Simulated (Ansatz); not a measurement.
Method: Ansatz 0.2.0, DFT PBE, scalar-relativistic, plane waves, PAW. All cells share a 420 eV cutoff and Γ-centred k meshes spaced at most about 0.3 Å⁻¹ (about 0.25 or finer for metals, 2π included). No spin polarisation in the final relaxations.

These are static total energies at zero pressure.

Compare these two cells of Si₄C, each relaxed at this level.

1. Space group I4/mmm (No. 139), tetragonal, a = 6.539 Å, c = 2.912 Å. Si has 2 C at 2.27 Å and 6 Si at 2.46–2.60 Å; around C lie 8 Si at 2.27 Å.

2. Space group P-6m2 (No. 187), hexagonal, a = 3.195 Å, c = 16.113 Å. Around Si on a site of symmetry -6m2 lie 2 Si at 2.36 Å; around Si on a site of symmetry 3m lie 3 C at 1.94 Å and 1 Si at 2.36 Å; Si on a second site of symmetry 3m has 6 Si at 2.38–2.50 Å; Si on a third site of symmetry 3m has 1 C at 1.91 Å and 3 Si at 2.38 Å; C has 4 Si at 1.91–1.94 Å; 1 more site not described.

Question: Which form is favoured at zero pressure, and by what margin per atom?

Answer: Cell 2 is lower, by 0.49 eV/atom. Cell 1 has space group I4/mmm (No. 139), 12.5 Å³/atom and no gap on its mesh; cell 2 has space group P-6m2 (No. 187), 14.2 Å³/atom and no gap. Counting Si atoms around C (those within 1.25 times the shortest such distance or 1.15 times the sum of covalent radii; the shortest distance is added where it is long for a bond), cell 1 has C 8 from 2.3 Å and cell 2 has C 4. Cell 1 holds Si–Si bonds in all directions (shortest 2.46 Å); cell 2 holds Si–Si nets (shortest 2.36 Å). The lower one is the more open, so pressure narrows the difference. Even the lower one lies +0.36 eV/atom against the reference forms of the elements (uncorrected), so neither is stable at this level. Both come from invented guesses.

Cells relaxed within their symmetry can be saddle points.

The preference for cell 2 follows from how carbon bonds. Its compact 2s and 2p orbitals favour four short, directional bonds, and the Si–C distances of 1.91–1.94 Å are close to those in silicon carbide. In cell 1 the same valence electrons are spread over eight contacts at 2.27 Å, too long for normal Si–C bonds, and the Si–Si contacts are stretched as well. Denser packing does not repay that loss at zero pressure.

Good carbon coordination does not make cell 2 a good compound, however. Its in-plane period of 3.195 Å suits a silicon carbide layer but is much too short for tetrahedral silicon layers. The excess silicon is probably forced into strained, unsaturated environments, including a site with two collinear short bonds, which would fit both the missing gap and the energy above the elements. Since silicon carbide is itself bound relative to the elements, the driving force for decomposition into carbide and silicon should be larger than the elemental reference alone indicates.
